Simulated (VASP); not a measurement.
# ZnO (zincite) (P6_3mc) in VASP: notebook

One crystal, ZnO (zincite), is run at these levels: PBE, TB-mBJ, r2SCAN; tasks: band structure, phonons.

Everything below comes from runs of VASP 6.6.1. Logs are shortened: lines on timing, memory, paths and dates and some standing lists are left out, and cuts for length are marked.

**The experiment to reproduce.**

“Electronic structure of alkaline earth and post-transition metal oxides”, 2009, arxiv:0908.1581 quotes, for a bulk crystal of ZnO: band gap 3.37 eV.

The results are compared with them further down.

## 1. Starting point

The structure is hexagonal, space group P6_3mc (No. 186). Conventional cell: a = 3.249 Å, b = 3.249 Å, c = 5.206 Å, α = 90.00°, β = 90.00°, γ = 120.00°. Around Zn (site symmetry 3m) lie 4 O at 1.97 to 1.98 Å. Around O (site symmetry 3m) lie 4 Zn at 1.97 to 1.98 Å.

## 2. Band structure, PBE

File INCAR:

```
PREC = Accurate
ENCUT = 520
EDIFF = 1E-6
ISMEAR = 0
SIGMA = 0.03
LREAL = False
LASPH = True
NELM = 80
ALGO = Fast
ISIF = 2
LWAVE = False
LCHARG = False
GGA = PE
KPAR = 2
```

File KPOINTS:

```
regular mesh
0
Gamma
  9 9 5
```

File POSCAR:

```
ZnO
1.0
    3.2493080000      0.0000000000      0.0000000000
   -1.6246540000      2.8139832727      0.0000000000
    0.0000000000      0.0000000000      5.2057090000
Zn O
2 2
Direct
    0.3333333333      0.6666666667      0.5000000000
    0.6666666667      0.3333333333      0.0000000000
    0.6666666667      0.3333333333      0.3790100000
    0.3333333333      0.6666666667      0.8790100000
```

File KPOINTS_OPT:

```
explicit points
181
Reciprocal
 0.0000000000  0.0000000000  0.0000000000 1
 0.0263157895  0.0000000000  0.0000000000 1
 0.0526315789  0.0000000000  0.0000000000 1
 0.0789473684  0.0000000000  0.0000000000 1
 0.1052631579  0.0000000000  0.0000000000 1
 0.1315789474  0.0000000000  0.0000000000 1
[... 173 lines left out ...]
 0.3333333333  0.3333333333  0.5000000000 1
 0.0000000000  0.0000000000  0.0000000000 1
```

Potentials or basis: VASP PAW PBE potentials, release 64 (Zn, O).

On the command line:

```console
> cat potpaw_PBE.64/Zn/POTCAR potpaw_PBE.64/O/POTCAR > POTCAR
> mpirun -np 2 vasp_std > vasp.out
```

OUTCAR:

```text
PREC = Accurate
   ENCUT = 520
   EDIFF = 1E-6
   ISMEAR = 0
   LREAL = False
   LASPH = True
   NELM = 80
   ISIF = 2
   GGA = PE

 ion  position               nearest neighbor table
   1  0.333  0.667  0.500-   4 1.97   3 1.98   3 1.98   3 1.98
   2  0.667  0.333  0.000-   3 1.97   4 1.98   4 1.98   4 1.98
   3  0.667  0.333  0.379-   2 1.97   1 1.98   1 1.98   1 1.98
   4  0.333  0.667  0.879-   1 1.97   2 1.98   2 1.98   2 1.98

  LATTYP: Found a hexagonal cell.
 ALAT       =     3.2493080000
 C/A-ratio  =     1.6020977390

  Lattice vectors:

 A1 = (   3.2493080000,   0.0000000000,   0.0000000000)
 A2 = (  -1.6246540000,   2.8139832727,   0.0000000000)
 A3 = (   0.0000000000,   0.0000000000,   5.2057090000)

Analysis of symmetry for initial positions (statically):
=====================================================================
 Subroutine PRICEL returns:
 Original cell was already a primitive cell.

 Routine SETGRP: Setting up the symmetry group for a
 hexagonal supercell.

 Subroutine GETGRP returns: Found 12 space group operations
 (whereof  6 operations were pure point group operations)
 out of a pool of 24 trial point group operations.

The static configuration has the point symmetry C_3v.
 The point group associated with its full space group is C_6v.

Analysis of symmetry for dynamics (positions and initial velocities):
=====================================================================
 Subroutine PRICEL returns:
 Original cell was already a primitive cell.

 Routine SETGRP: Setting up the symmetry group for a
 hexagonal supercell.

 Subroutine GETGRP returns: Found 12 space group operations
 (whereof  6 operations were pure point group operations)
 out of a pool of 24 trial point group operations.

The dynamic configuration has the point symmetry C_3v.
 The point group associated with its full space group is C_6v.

 Subroutine INISYM returns: Found 12 space group operations
 (whereof  6 operations are pure point group operations),
 and found     1 'primitive' translations

----------------------------------------------------------------------------------------

                                     Primitive cell

  volume of cell :      47.5984

  direct lattice vectors                    reciprocal lattice vectors
     3.249308000  0.000000000  0.000000000     0.307757836  0.177684070  0.000000000
    -1.624654000  2.813983273  0.000000000     0.000000000  0.355368139  0.000000000
     0.000000000  0.000000000  5.205709000     0.000000000  0.000000000  0.192096792

  length of vectors
     3.249308000  3.249308000  5.205709000     0.355368139  0.355368139  0.192096792

  position of ions in fractional coordinates (direct lattice)
     0.333333333  0.666666667  0.500000000
     0.666666667  0.333333333  0.000000000
     0.666666667  0.333333333  0.379010000
     0.333333333  0.666666667  0.879010000

  ion indices of the primitive-cell ions
   primitive index   ion index
                 1           1
                 2           2
                 3           3
                 4           4

----------------------------------------------------------------------------------------

 KPOINTS: regular mesh

Automatic generation of k-mesh.
 Grid dimensions read from file:
 generate k-points for:    9    9    5

 Generating k-lattice:

  Cartesian coordinates                     Fractional coordinates (reciprocal lattice)
     0.034195315  0.019742674  0.000000000     0.111111111  0.000000000  0.000000000
     0.000000000  0.039485349  0.000000000     0.000000000  0.111111111  0.000000000
     0.000000000  0.000000000  0.038419358     0.000000000  0.000000000  0.200000000

  Length of vectors
     0.039485349  0.039485349  0.038419358

  Shift w.r.t. Gamma in fractional coordinates (k-lattice)
     0.000000000  0.000000000  0.000000000

 Subroutine IBZKPT returns following result:
 ===========================================

 Found     36 irreducible k-points:

 Following reciprocal coordinates:
            Coordinates               Weight
  0.000000  0.000000  0.000000      1.000000
  0.111111  0.000000  0.000000      6.000000
  0.222222  0.000000  0.000000      6.000000
  0.333333  0.000000  0.000000      6.000000
  0.444444  0.000000  0.000000      6.000000
  0.111111  0.111111  0.000000      6.000000
[... 16 lines left out ...]
  0.333333  0.222222  0.200000     24.000000
  0.333333  0.333333  0.200000      4.000000
 [... further k-points ...]
   k-points           NKPTS =     36   k-points in BZ     NKDIM =     36   number of bands    NBANDS=     22
   number of dos      NEDOS =    301   number of ions     NIONS =      4
   total plane-waves  NPLWV =  23040
   dimension x,y,z NGX =    24 NGY =   24 NGZ =   40
   dimension x,y,z NGXF=    48 NGYF=   48 NGZF=   80
   ions per type =               2   2
   NGX,Y,Z   is equivalent  to a cutoff of  12.28, 12.28, 12.77 a.u.
   NGXF,Y,Z  is equivalent  to a cutoff of  24.56, 24.56, 25.55 a.u.
 SYSTEM =  unknown system
   PREC   = accura    normal or accurate (medium, high low for compatibility)
   ISTART =      0    job   : 0-new  1-cont  2-samecut
   ICHARG =      2    charge: 1-file 2-atom 10-const
   ISPIN  =      1    spin polarized calculation?
   LNONCOLLINEAR =      F non collinear calculations
   LSORBIT =      F    spin-orbit coupling
   LASPH  =      T    aspherical Exc in radial PAW
   ENCUT  =  520.0 eV  38.22 Ry    6.18 a.u.   6.04  6.04  9.68*2*pi/ulx,y,z
   NELM   =     80;   NELMIN=  2; NELMDL= -5     # of ELM steps
   EDIFF  = 0.1E-05   stopping-criterion for ELM
   LREAL  =      F    real-space projection
   EDIFFG = 0.1E-04   stopping-criterion for IOM
   NSW    =      0    number of steps for IOM
   IBRION =     -1    ionic relax: 0-MD 1-quasi-New 2-CG
   NFREE  =      0    steps in history (QN), initial steepest desc. (CG)
   ISIF   =      2    stress and relaxation
   ISYM   =      2    0-nonsym 1-usesym 2-fastsym
   POTIM  = 0.5000    time-step for ionic-motion
   TEBEG  =    0.0;   TEEND  =   0.0 temperature during run
   PSTRESS=    0.0 pullay stress
   NELECT =      36.0000    total number of electrons
   NUPDOWN=      -1.0000    fix difference up-down
   EMIN   =  10.00;   EMAX   =-10.00  energy-range for DOS
   EFERMI =   0.00;   METHOD = LEGACY
   ISMEAR =     0;   SIGMA  =   0.03  broadening in eV -4-tet -1-fermi 0-gaus
   EFERMI_NEDOS =   21; number of points for ismear=-14 and -15
   IALGO  =     68    algorithm
   IMIX   =      4    mixing-type and parameters
     AMIX     =   0.40;   BMIX     =  1.00
     AMIX_MAG =   1.60;   BMIX_MAG =  1.00
  volume/ion in A,a.u.               =      11.90        80.30
  Fermi-wavevector in a.u.,A,eV,Ry     =   1.491574  2.818667 30.270160  2.224794
  Thomas-Fermi vector in A             =   2.604212
   LORBIT       =      0    0 simple, 1 ext, 2 COOP (PROOUT), +10 PAW based schemes
   GGA     = PE    functional components
   LHFCALC =     F    Hartree Fock is set to
   AEXX    =    0.0000 exact exchange contribution
   IVDW    =     0    specifies the selected vdW correction
   LEPSILON=     F    determine dielectric tensor
   LRPA    =     F    only Hartree local field effects (RPA)
 non-spin polarized calculation
 RMM-DIIS sequential band-by-band and
 Gauss-broadening in eV      SIGMA  =   0.03
  energy-cutoff  :      520.00
  volume of cell :       47.60
 maximum number of plane-waves:      1308
   NGX = 13   NGY = 13   NGZ = 19

 number of electron      36.0000017 magnetization

 Free energy of the ion-electron system (eV)
  ---------------------------------------------------
  ext. energy  EPLUGINS =         0.00000000
  ---------------------------------------------------
  free energy    TOTEN  =       -17.82215506 eV

  energy without entropy =      -17.82215506  energy(sigma->0) =      -17.82215506

 E-fermi :   1.3226     XC(G=0): -10.9115

 val. band max:        1.2008529892   @ k =   0.0000   0.0000   0.0000
 cond. band min:       1.9906979144   @ k =   0.0000   0.0000   0.0000
 fundamental gap:      0.7898449253
 Fermi energy:         1.3226349365

 k-point     1 :       0.0000    0.0000    0.0000
  band No.  band energies     occupation
      1     -16.8877      2.00000
      2     -16.1565      2.00000
      3      -4.4870      2.00000
      4      -4.4870      2.00000
      5      -4.4475      2.00000
      6      -4.4263      2.00000
[... 14 lines left out ...]
     21       9.4647      0.00000
     22      14.0505      0.00000

 k-point     2 :       0.1111    0.0000    0.0000
  band No.  band energies     occupation
      1     -16.8207      2.00000
      2     -16.1275      2.00000
      3      -4.5653      2.00000
      4      -4.4486      2.00000
      5      -4.4063      2.00000
      6      -4.3443      2.00000
[... 14 lines left out ...]
     21       9.4567      0.00000
     22      12.8775      0.00000

 k-point     3 :       0.2222    0.0000    0.0000
  band No.  band energies     occupation
      1     -16.6416      2.00000
      2     -16.0582      2.00000
      3      -4.7139      2.00000
      4      -4.3908      2.00000
      5      -4.3589      2.00000
      6      -4.2575      2.00000
[... 14 lines left out ...]
     21       9.4083      0.00000
     22      11.1859      0.00000
[... 476 lines left out ...]
 k-point    23 :       0.3333    0.2222    0.2000
  band No.  band energies     occupation
      1     -16.1274      2.00000
      2     -15.9970      2.00000
      3      -4.5826      2.00000
      4      -4.4104      2.00000
      5      -4.2391      2.00000
      6      -4.0296      2.00000
[... 14 lines left out ...]
     21       9.3435      0.00000
     22       9.7876      0.00000

 k-point    24 :       0.3333    0.3333    0.2000
  band No.  band energies     occupation
      1     -16.0365      2.00000
      2     -16.0365      2.00000
      3      -4.4942      2.00000
      4      -4.2868      2.00000
      5      -4.2868      2.00000
      6      -3.9211      2.00000
[... 14 lines left out ...]
     21       8.9734      0.00000
     22       9.3230      0.00000

 [... further k-points ...]

------------------------ aborting loop because EDIFF is reached ----------------------------------------

  FORCE on cell =-STRESS in cart. coord.  units (eV):
  Direction    XX          YY          ZZ          XY          YZ          ZX
  --------------------------------------------------------------------------------------
  -------------------------------------------------------------------------------------
  Total        1.5829367      1.5829367      2.1058340     -0.0000000      0.0000000      0.0000000
  in kB       53.2821633     53.2821633     70.8830564     -0.0000000      0.0000000      0.0000000
  external PRESSURE =      59.1491277 kB  Pullay stress =       0.0000000 kB

 VOLUME and BASIS-vectors are now :
 -----------------------------------------------------------------------------
  energy-cutoff  :      520.00
  volume of cell :       47.60
      direct lattice vectors                 reciprocal lattice vectors
     3.249308000  0.000000000  0.000000000     0.307757836  0.177684070  0.000000000
    -1.624654000  2.813983273  0.000000000     0.000000000  0.355368139  0.000000000
     0.000000000  0.000000000  5.205709000     0.000000000  0.000000000  0.192096792

 POSITION                                       TOTAL-FORCE (eV/Angst)
 -----------------------------------------------------------------------------------
     -0.00000      1.87599      2.60285        -0.000000      0.000000     -0.074088
      1.62465      0.93799      0.00000         0.000000     -0.000000     -0.074088
      1.62465      0.93799      1.97302         0.000000     -0.000000      0.074088
     -0.00000      1.87599      4.57587        -0.000000     -0.000000      0.074088
 -----------------------------------------------------------------------------------
    total drift:                               -0.000000     -0.000000     -0.000131

  FREE ENERGIE OF THE ION-ELECTRON SYSTEM (eV)
  ---------------------------------------------------
  free  energy   TOTEN  =       -17.8221550639 eV

  energy  without entropy=      -17.8221550639  energy(sigma->0) =      -17.82215506
```

It took 76 s on 2 MPI ranks of Intel Xeon Platinum 8488C (Sapphire Rapids), shared host; peak memory 0.18 GiB.

What came out:

- Free energy: -17.8222 eV
- Pressure: 5.9 GPa
- Largest force: 0.074 eV/Å
- Band gap on the k mesh: 0.79 eV, direct
- Band gap along the path: 0.79 eV, direct

Forces in eV/Å, atoms in the order of the input:
```
Zn   0.000  0.000 -0.074
Zn   0.000  0.000 -0.074
O    0.000  0.000  0.074
O    0.000  0.000  0.074
```

Levels at the corners of the path, in eV from the valence-band top:
```tsv
point	band 16	band 17	band 18	band 19	band 20	band 21
Γ	-0.07	0.00	0.00	0.79	5.21	8.26
M	-2.28	-1.28	-0.83	5.77	6.86	7.62
M	-2.28	-1.28	-0.83	5.77	6.86	7.62
K	-1.91	-1.91	-1.71	7.68	7.68	7.69
K	-1.91	-1.91	-1.71	7.68	7.68	7.69
Γ	-0.07	0.00	0.00	0.79	5.21	8.26
Γ	-0.07	0.00	0.00	0.79	5.21	8.26
A	-0.40	-0.40	-0.40	3.46	3.46	10.12
A	-0.40	-0.40	-0.40	3.46	3.46	10.12
L	-1.51	-1.35	-1.35	5.72	5.72	8.42
L	-1.51	-1.35	-1.35	5.72	5.72	8.42
H	-2.68	-1.23	-1.23	8.01	8.01	8.02
H	-2.68	-1.23	-1.23	8.01	8.01	8.02
A	-0.40	-0.40	-0.40	3.46	3.46	10.12
L	-1.51	-1.35	-1.35	5.72	5.72	8.42
M	-2.28	-1.28	-0.83	5.77	6.86	7.62
K	-1.91	-1.91	-1.71	7.68	7.68	7.69
H	-2.68	-1.23	-1.23	8.01	8.01	8.02
```

## 3. Band structure, TB-mBJ

POSCAR is that of step 2.

File INCAR.step1:

```
PREC = Accurate
ENCUT = 520
EDIFF = 1E-5
ISMEAR = 0
SIGMA = 0.03
LREAL = False
LASPH = True
NELM = 80
ALGO = Normal
ISIF = 2
LWAVE = True
LCHARG = False
KPAR = 2
GGA = PE
```

File INCAR.step2:

```
PREC = Accurate
ENCUT = 520
EDIFF = 1E-6
ISMEAR = 0
SIGMA = 0.03
LREAL = False
LASPH = True
NELM = 80
ALGO = Normal
ISIF = 2
LWAVE = False
LCHARG = False
METAGGA = MBJ
KPAR = 2
ISTART = 1
```

KPOINTS is that of step 2.

KPOINTS_OPT is that of step 2.

Potentials or basis: VASP PAW PBE potentials, release 64 (Zn, O).

On the command line:

```console
> cat potpaw_PBE.64/Zn/POTCAR potpaw_PBE.64/O/POTCAR > POTCAR
> cp INCAR.step1 INCAR
> mpirun -np 2 vasp_std > vasp.out
> cp INCAR.step2 INCAR
> mpirun -np 2 vasp_std > vasp.out
```

Run time: 98 s. Hardware: 2 MPI ranks of Intel Xeon Platinum 8488C (Sapphire Rapids), shared host; peak memory 0.19 GiB.

The run converged. Its results:

| Item | Value |
| --- | --- |
| Band gap on the k mesh | 2.58 eV, direct |
| Band gap along the path | 2.58 eV, direct |

Levels at the corners of the path, in eV from the valence-band top:
```tsv
point	band 16	band 17	band 18	band 19	band 20	band 21
Γ	-0.08	0.00	0.00	2.58	7.23	9.97
M	-2.05	-1.05	-0.75	7.59	8.54	9.39
M	-2.05	-1.05	-0.75	7.59	8.54	9.39
K	-1.62	-1.62	-1.44	9.47	9.57	9.57
K	-1.62	-1.62	-1.44	9.47	9.57	9.57
Γ	-0.08	0.00	0.00	2.58	7.23	9.97
Γ	-0.08	0.00	0.00	2.58	7.23	9.97
A	-0.36	-0.36	-0.36	5.04	5.04	12.12
A	-0.36	-0.36	-0.36	5.04	5.04	12.12
L	-1.35	-1.21	-1.21	7.55	7.55	10.33
L	-1.35	-1.21	-1.21	7.55	7.55	10.33
H	-2.23	-1.13	-1.13	9.67	9.67	9.91
H	-2.23	-1.13	-1.13	9.67	9.67	9.91
A	-0.36	-0.36	-0.36	5.04	5.04	12.12
L	-1.35	-1.21	-1.21	7.55	7.55	10.33
M	-2.05	-1.05	-0.75	7.59	8.54	9.39
K	-1.62	-1.62	-1.44	9.47	9.57	9.57
H	-2.23	-1.13	-1.13	9.67	9.67	9.91
```

Caveat: the PAW data sets were made with another functional, which shifts forces and pressure a little.

(Part 1 of 2 ends here.)
